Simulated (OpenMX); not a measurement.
The system is Fe.

```xyz
1
Lattice="-1.4430 1.4430 1.4430 1.4430 -1.4430 1.4430 1.4430 1.4430 -1.4430" Properties=species:S:1:pos:R:3 pbc="T T T"
Fe    0.0000    0.0000    0.0000
```

Base run:

| Item | Value |
| --- | --- |
| Program | OpenMX 3.8.5 |
| Functional | PBE |
| Potentials or basis | OpenMX 2013 PBE set, Fe6.0H-s2p2d1, grid cutoff 500 Ry |
| k mesh | 9 × 9 × 9 |
| Occupations | fermi-dirac, width 0.05 eV |
| Spin | collinear spin, ferromagnetic start |
| Starting moments | [3.0] μB |

Its results: pressure -4.3 GPa; net moment 2.31 μB per cell; site moments Fe +2.31 μB.

The run is repeated on the same cell with these changes: potentials or basis from OpenMX 2013 PBE set, Fe6.0H-s2p2d1, grid cutoff 500 Ry to OpenMX 2013 PBE set, Fe6.0H-s3p2d2, grid cutoff 500 Ry. What comes out?

Pressure -5.8 GPa; net moment 2.41 μB per cell; site moments Fe +2.41 μB.

Caveats: the basis of atomic orbitals isn't converged, which shifts pressures, moduli and gaps; the transition metal has a single d function, too few for pressures, volumes and moments (some runs).
